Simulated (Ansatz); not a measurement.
## What spin–orbit coupling does to the bands of Pt

```xyz
1
Lattice="0.0000 1.9579 1.9579 1.9579 0.0000 1.9579 1.9579 1.9579 0.0000" Properties=species:S:1:pos:R:3 pbc="T T T"
Pt    0.0000    0.0000    0.0000
```

The cell comes from COD entry 9012957, which wasn't checked; take it as a given geometry. It is an old determination, and later ones may differ.

Levels of theory: DFT, PBE, all-electron LAPW, scalar-relativistic (Ansatz 0.2.0); DFT, PBE, all-electron LAPW, Dirac equation with spin-orbit coupling (Ansatz 0.2.0).

Settings: a Γ-centred 18×18×18 k mesh, Fermi–Dirac smearing of 0.03 eV, basis error target 0.25 meV/atom, no spin polarisation.

Levels between -6 and 4 eV, each run counted from its own valence-band top where it has a gap, else its Fermi level. Scalar levels are listed once for both spins; with the coupling every spinor state is counted. Levels near the edges of the range can cross them.

Task: At Γ (0.000, 0.000, 0.000) the scalar-relativistic levels are -3.83 (×3), -1.66 (×2). What are they with spin–orbit coupling?

Result: -4.37 (×4), -3.39 (×2), -1.55 (×4).

Task: At L (0.500, 0.500, 0.500) the scalar-relativistic levels are -3.90 (×2), -0.51, 0.04 (×2). What are they with spin–orbit coupling?

Result: -4.54 (×2), -3.53 (×2), -0.74 (×2), -0.32 (×2), 0.33 (×2).

Task: At U (0.625, 0.250, 0.625) the scalar-relativistic levels are -5.53, -2.90, -1.34, -0.18. What are they with spin–orbit coupling?

Result: -5.70 (×2), -3.10 (×2), -1.43 (×2), -0.12 (×2).
